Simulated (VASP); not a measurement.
# TiB5 (P6/mmm) in VASP: reference runs

Aim: a first look at TiB5 with PBE, on the cell as given.

Everything below comes from runs of VASP 6.6.1. Logs are shortened: lines on timing, memory, paths and dates and some standing lists are left out, and cuts for length are marked.

## 1. The crystal as given

Symmetry: P6/mmm, No. 191, hexagonal system. Conventional cell: a = 4.159 Å, b = 4.159 Å, c = 2.893 Å, α = 90.00°, β = 90.00°, γ = 120.00°. Ti (site symmetry 6/mmm) has 18 B at 2.40 to 2.53 Å as nearest neighbours. Around B (site symmetry mmm) lie 8 B at 1.88 to 2.08 Å. Around B (site symmetry -6m2) lie 6 B at 1.88 Å.

The cell was built by a generator and needn't be a form met in nature.

## 2. Single point, PBE

Input file INCAR:

```
PREC = Accurate
ENCUT = 520
EDIFF = 1E-7
ISMEAR = -1
SIGMA = 0.05
LREAL = False
LASPH = True
NELM = 60
ALGO = Normal
ISIF = 2
LWAVE = False
LCHARG = False
GGA = PE
NBANDS = 22
```

Input file KPOINTS:

```
Automatic mesh
0
Gamma
  7 7 9
```

Input file POSCAR:

```
TiB5
1.0
    4.1585100000      0.0000000000      0.0000000000
   -2.0792500000      3.6013700000      0.0000000000
    0.0000000000      0.0000000000      2.8932800000
Ti B
1 5
Direct
    0.0000000000      0.0000000000      0.0000000000
    0.0000000000      0.5000000000      0.5000000000
    0.3333300000      0.6666700000      0.0000000000
    0.6666700000      0.3333300000      0.0000000000
    0.5000000000      0.0000000000      0.5000000000
    0.5000000000      0.5000000000      0.5000000000
```

Potentials or basis: VASP PAW PBE potentials, release 64 (Ti_sv, B).

Started as:

```sh
$ cat potpaw_PBE.64/Ti_sv/POTCAR potpaw_PBE.64/B/POTCAR > POTCAR
$ mpirun -np 1 vasp_std > vasp.out
```

OUTCAR:

```text
PREC = Accurate
   ENCUT = 520
   EDIFF = 1E-7
   ISMEAR = -1
   LREAL = False
   LASPH = True
   NELM = 60
   ISIF = 2
   GGA = PE

 ion  position               nearest neighbor table
   1  0.000  0.000  0.000-   3 2.40   4 2.40   3 2.40   4 2.40   4 2.40   3 2.40   2 2.53   2 2.53
                             2 2.53   2 2.53   6 2.53   6 2.53   6 2.53   6 2.53   5 2.53   5 2.53
   2  0.000  0.500  0.500-   3 1.88   4 1.88   3 1.88   4 1.88   5 2.08   5 2.08   6 2.08   6 2.08
                             1 2.53   1 2.53   1 2.53   1 2.53
   3  0.333  0.667  0.000-   5 1.88   5 1.88   2 1.88   2 1.88   6 1.88   6 1.88   1 2.40   1 2.40
                             1 2.40
   4  0.667  0.333  0.000-   5 1.88   5 1.88   2 1.88   2 1.88   6 1.88   6 1.88   1 2.40   1 2.40
                             1 2.40
   5  0.500  0.000  0.500-   3 1.88   4 1.88   3 1.88   4 1.88   6 2.08   6 2.08   2 2.08   2 2.08
                             1 2.53   1 2.53   1 2.53   1 2.53
   6  0.500  0.500  0.500-   3 1.88   4 1.88   3 1.88   4 1.88   5 2.08   5 2.08   2 2.08   2 2.08
                             1 2.53   1 2.53   1 2.53   1 2.53

  LATTYP: Found a hexagonal cell.
 ALAT       =     4.1585100000
 C/A-ratio  =     0.6957491986

  Lattice vectors:

 A1 = (   4.1585100000,   0.0000000000,   0.0000000000)
 A2 = (  -2.0792500000,   3.6013700000,   0.0000000000)
 A3 = (   0.0000000000,   0.0000000000,   2.8932800000)

Analysis of symmetry for initial positions (statically):
=====================================================================
 Subroutine PRICEL returns:
 Original cell was already a primitive cell.

 Routine SETGRP: Setting up the symmetry group for a
 hexagonal supercell.

 Subroutine GETGRP returns: Found  8 space group operations
 (whereof  8 operations were pure point group operations)
 out of a pool of 24 trial point group operations.

The static configuration has the point symmetry D_2h.

Analysis of symmetry for dynamics (positions and initial velocities):
=====================================================================
 Subroutine PRICEL returns:
 Original cell was already a primitive cell.

 Routine SETGRP: Setting up the symmetry group for a
 hexagonal supercell.

 Subroutine GETGRP returns: Found  8 space group operations
 (whereof  8 operations were pure point group operations)
 out of a pool of 24 trial point group operations.

The dynamic configuration has the point symmetry D_2h.

 Subroutine INISYM returns: Found  8 space group operations
 (whereof  8 operations are pure point group operations),
 and found     1 'primitive' translations

----------------------------------------------------------------------------------------

                                     Primitive cell

  volume of cell :      43.3307

  direct lattice vectors                    reciprocal lattice vectors
     4.158510000  0.000000000  0.000000000     0.240470746  0.138835720  0.000000000
    -2.079250000  3.601370000  0.000000000     0.000000000  0.277672108  0.000000000
     0.000000000  0.000000000  2.893280000     0.000000000  0.000000000  0.345628491

  length of vectors
     4.158510000  4.158502908  2.893280000     0.277671635  0.277672108  0.345628491

  position of ions in fractional coordinates (direct lattice)
     0.000000000  0.000000000  0.000000000
     1.000000000  0.500000000  0.500000000
     0.333330000  0.666670000  0.000000000
     0.666670000  0.333330000  0.000000000
     0.500000000  0.000000000  0.500000000
     0.500000000  0.500000000  0.500000000

  ion indices of the primitive-cell ions
   primitive index   ion index
                 1           1
                 2           2
                 3           3
                 4           4
                 5           5
                 6           6

----------------------------------------------------------------------------------------

 KPOINTS: Automatic mesh

Automatic generation of k-mesh.
 Grid dimensions read from file:
 generate k-points for:    7    7    9

 Generating k-lattice:

  Cartesian coordinates                     Fractional coordinates (reciprocal lattice)
     0.034352964  0.019833674  0.000000000     0.142857143  0.000000000  0.000000000
     0.000000000  0.039667444  0.000000000     0.000000000  0.142857143  0.000000000
     0.000000000  0.000000000  0.038403166     0.000000000  0.000000000  0.111111111

  Length of vectors
     0.039667376  0.039667444  0.038403166

  Shift w.r.t. Gamma in fractional coordinates (k-lattice)
     0.000000000  0.000000000  0.000000000

 Subroutine IBZKPT returns following result:
 ===========================================

 Found     80 irreducible k-points:

 Following reciprocal coordinates:
            Coordinates               Weight
  0.000000  0.000000  0.000000      1.000000
  0.142857  0.000000  0.000000      4.000000
 -0.142857  0.142857  0.000000      2.000000
  0.285714  0.000000  0.000000      4.000000
 -0.285714  0.285714  0.000000      2.000000
  0.428571  0.000000  0.000000      4.000000
[... 16 lines left out ...]
 -0.428571  0.428571  0.111111      4.000000
  0.142857  0.142857  0.111111      4.000000
 [... further k-points ...]
   k-points           NKPTS =     80   k-points in BZ     NKDIM =     80   number of bands    NBANDS=     22
   number of dos      NEDOS =    301   number of ions     NIONS =      6
   total plane-waves  NPLWV =  24576
   dimension x,y,z NGX =    32 NGY =   32 NGZ =   24
   dimension x,y,z NGXF=    64 NGYF=   64 NGZF=   48
   ions per type =               1   5
   NGX,Y,Z   is equivalent  to a cutoff of  12.79, 12.79, 13.79 a.u.
   NGXF,Y,Z  is equivalent  to a cutoff of  25.59, 25.59, 27.58 a.u.
 SYSTEM =  unknown system
   PREC   = accura    normal or accurate (medium, high low for compatibility)
   ISTART =      0    job   : 0-new  1-cont  2-samecut
   ICHARG =      2    charge: 1-file 2-atom 10-const
   ISPIN  =      1    spin polarized calculation?
   LNONCOLLINEAR =      F non collinear calculations
   LSORBIT =      F    spin-orbit coupling
   LASPH  =      T    aspherical Exc in radial PAW
   ENCUT  =  520.0 eV  38.22 Ry    6.18 a.u.   7.73  7.73  5.38*2*pi/ulx,y,z
   NELM   =     60;   NELMIN=  2; NELMDL= -5     # of ELM steps
   EDIFF  = 0.1E-06   stopping-criterion for ELM
   LREAL  =      F    real-space projection
   EDIFFG = 0.1E-05   stopping-criterion for IOM
   NSW    =      0    number of steps for IOM
   IBRION =     -1    ionic relax: 0-MD 1-quasi-New 2-CG
   NFREE  =      0    steps in history (QN), initial steepest desc. (CG)
   ISIF   =      2    stress and relaxation
   ISYM   =      2    0-nonsym 1-usesym 2-fastsym
   POTIM  = 0.5000    time-step for ionic-motion
   TEBEG  =    0.0;   TEEND  =   0.0 temperature during run
   PSTRESS=    0.0 pullay stress
   NELECT =      27.0000    total number of electrons
   NUPDOWN=      -1.0000    fix difference up-down
   EMIN   =  10.00;   EMAX   =-10.00  energy-range for DOS
   EFERMI =   0.00;   METHOD = LEGACY
   ISMEAR =    -1;   SIGMA  =   0.05  broadening in eV -4-tet -1-fermi 0-gaus
   EFERMI_NEDOS =   21; number of points for ismear=-14 and -15
   IALGO  =     38    algorithm
   IMIX   =      4    mixing-type and parameters
     AMIX     =   0.40;   BMIX     =  1.00
     AMIX_MAG =   1.60;   BMIX_MAG =  1.00
  volume/ion in A,a.u.               =       7.22        48.74
  Fermi-wavevector in a.u.,A,eV,Ry     =   1.398291  2.642386 26.602336  1.955217
  Thomas-Fermi vector in A             =   2.521463
   LORBIT       =      0    0 simple, 1 ext, 2 COOP (PROOUT), +10 PAW based schemes
   GGA     = PE    functional components
   LHFCALC =     F    Hartree Fock is set to
   AEXX    =    0.0000 exact exchange contribution
   IVDW    =     0    specifies the selected vdW correction
   LEPSILON=     F    determine dielectric tensor
   LRPA    =     F    only Hartree local field effects (RPA)
 non-spin polarized calculation
  energy-cutoff  :      520.00
  volume of cell :       43.33
 maximum number of plane-waves:      1193
   NGX = 15   NGY = 15   NGZ = 11

 number of electron      27.0000005 magnetization

 Free energy of the ion-electron system (eV)
  ---------------------------------------------------
  ext. energy  EPLUGINS =         0.00000000
  ---------------------------------------------------
  free energy    TOTEN  =       -38.94936380 eV

  energy without entropy =      -38.92648532  energy(sigma->0) =      -38.93792456

 E-fermi :  10.4847     XC(G=0): -12.8761

 val. band max:       10.4788439788   @ k =  -0.4286   0.4286   0.4444
 cond. band min:      10.5251495330   @ k =   0.4286   0.1429   0.3333
 fundamental gap:      0.0463055542
 Fermi energy:        10.4846909436

 k-point     1 :       0.0000    0.0000    0.0000
  band No.  band energies     occupation
      1     -46.4432      2.00000
      2     -22.8259      2.00000
      3     -22.8259      2.00000
      4     -22.5241      2.00000
      5      -6.2724      2.00000
      6       0.0024      2.00000
[... 14 lines left out ...]
     21      16.8614      0.00000
     22      16.9279      0.00000

 k-point     2 :       0.1429    0.0000    0.0000
  band No.  band energies     occupation
      1     -46.4430      2.00000
      2     -22.8322      2.00000
      3     -22.8276      2.00000
      4     -22.5236      2.00000
      5      -6.0813      2.00000
      6      -0.8967      2.00000
[... 14 lines left out ...]
     21      16.0649      0.00000
     22      16.4635      0.00000

 k-point     3 :      -0.1429    0.1429    0.0000
  band No.  band energies     occupation
      1     -46.4430      2.00000
      2     -22.8322      2.00000
      3     -22.8276      2.00000
      4     -22.5236      2.00000
      5      -6.0813      2.00000
      6      -0.8967      2.00000
[... 14 lines left out ...]
     21      16.0649      0.00000
     22      16.4635      0.00000

 k-point     4 :       0.2857    0.0000    0.0000
  band No.  band energies     occupation
      1     -46.4425      2.00000
      2     -22.8464      2.00000
      3     -22.8313      2.00000
      4     -22.5225      2.00000
      5      -5.5363      2.00000
      6      -2.1974      2.00000
[... 14 lines left out ...]
     21      15.3343      0.00000
     22      17.6557      0.00000

 k-point     5 :      -0.2857    0.2857    0.0000
  band No.  band energies     occupation
      1     -46.4425      2.00000
      2     -22.8464      2.00000
      3     -22.8313      2.00000
      4     -22.5225      2.00000
      5      -5.5363      2.00000
      6      -2.1974      2.00000
[... 14 lines left out ...]
     21      15.3343      0.00000
     22      17.6018      0.00000

 k-point     6 :       0.4286    0.0000    0.0000
  band No.  band energies     occupation
      1     -46.4422      2.00000
      2     -22.8577      2.00000
      3     -22.8344      2.00000
      4     -22.5216      2.00000
      5      -4.7626      2.00000
      6      -3.3382      2.00000
[... 14 lines left out ...]
     21      15.1076      0.00000
     22      17.3673      0.00000

 k-point     7 :      -0.4286    0.4286    0.0000
  band No.  band energies     occupation
      1     -46.4422      2.00000
      2     -22.8577      2.00000
      3     -22.8343      2.00000
      4     -22.5216      2.00000
      5      -4.7626      2.00000
      6      -3.3381      2.00000
[... 324 lines left out ...]
      6      -2.0535      2.00000
[... 14 lines left out ...]
     21      15.9250      0.00000
     22      16.4956      0.00000

 k-point    21 :      -0.2857    0.2857    0.1111
  band No.  band energies     occupation
      1     -46.4371      2.00000
      2     -22.8395      2.00000
      3     -22.8247      2.00000
      4     -22.5713      2.00000
      5      -5.3709      2.00000
      6      -2.0534      2.00000
[... 14 lines left out ...]
     21      15.9249      0.00000
     22      16.4955      0.00000

 k-point    22 :       0.4286    0.0000    0.1111
  band No.  band energies     occupation
      1     -46.4368      2.00000
      2     -22.8506      2.00000
      3     -22.8278      2.00000
      4     -22.5703      2.00000
      5      -4.6131      2.00000
      6      -3.1796      2.00000
[... 14 lines left out ...]
     21      15.2294      0.00000
     22      17.2898      0.00000

 k-point    23 :      -0.4286    0.4286    0.1111
  band No.  band energies     occupation
      1     -46.4368      2.00000
      2     -22.8506      2.00000
      3     -22.8277      2.00000
      4     -22.5703      2.00000
      5      -4.6131      2.00000
      6      -3.1795      2.00000
[... 14 lines left out ...]
     21      15.2293      0.00000
     22      17.2896      0.00000

 k-point    24 :       0.1429    0.1429    0.1111
  band No.  band energies     occupation
      1     -46.4373      2.00000
      2     -22.8348      2.00000
      3     -22.8246      2.00000
      4     -22.5717      2.00000
      5      -5.5446      2.00000
      6      -1.6811      2.00000
[... 14 lines left out ...]
     21      15.9313      0.00000
     22      16.4245      0.00000

 [... further k-points ...]

------------------------ aborting loop because EDIFF is reached ----------------------------------------

  FORCE on cell =-STRESS in cart. coord.  units (eV):
  Direction    XX          YY          ZZ          XY          YZ          ZX
  --------------------------------------------------------------------------------------
  -------------------------------------------------------------------------------------
  Total       -0.0168488     -0.0169595      0.3327110     -0.0000959      0.0000000      0.0000000
  in kB       -0.6229949     -0.6270852     12.3021721     -0.0035448      0.0000000      0.0000000
  external PRESSURE =       3.6840307 kB  Pullay stress =       0.0000000 kB

 VOLUME and BASIS-vectors are now :
 -----------------------------------------------------------------------------
  energy-cutoff  :      520.00
  volume of cell :       43.33
      direct lattice vectors                 reciprocal lattice vectors
     4.158510000  0.000000000  0.000000000     0.240470746  0.138835720  0.000000000
    -2.079250000  3.601370000  0.000000000     0.000000000  0.277672108  0.000000000
     0.000000000  0.000000000  2.893280000     0.000000000  0.000000000  0.345628491

 POSITION                                       TOTAL-FORCE (eV/Angst)
 -----------------------------------------------------------------------------------
      0.00000      0.00000      0.00000         0.000000      0.000000      0.000000
     -1.03963      1.80069      1.44664         0.000000      0.000000      0.000000
     -0.00002      2.40093      0.00000         0.000102     -0.000059     -0.000000
      2.07928      1.20044      0.00000        -0.000102      0.000059      0.000000
      2.07925      0.00000      1.44664         0.000000      0.000000      0.000000
      1.03963      1.80069      1.44664         0.000000      0.000000      0.000000
 -----------------------------------------------------------------------------------
    total drift:                                0.000000      0.000000      0.000000

  FREE ENERGIE OF THE ION-ELECTRON SYSTEM (eV)
  ---------------------------------------------------
  free  energy   TOTEN  =       -38.9493637980 eV

  energy  without entropy=      -38.9264853178  energy(sigma->0) =      -38.93792456
```

It took 52 s on 1 thread of AMD EPYC 9R45 (Zen 5), shared host; peak memory 0.18 GiB.

What came out:

```
Free energy            : -38.9494 eV
Pressure               : 0.4 GPa
Band gap on the k mesh : none (metal or under the smearing width)
```

Levels at points of the mesh, in eV from the Fermi level:
```
           k point  band 10  band 11  band 12  band 13  band 14  band 15  band 16  band 17  band 18  band 19
(0.00, 0.00, 0.00)    -5.60    -5.60    -2.71     1.46     1.46     2.05     3.21     3.21     3.25     3.25
```
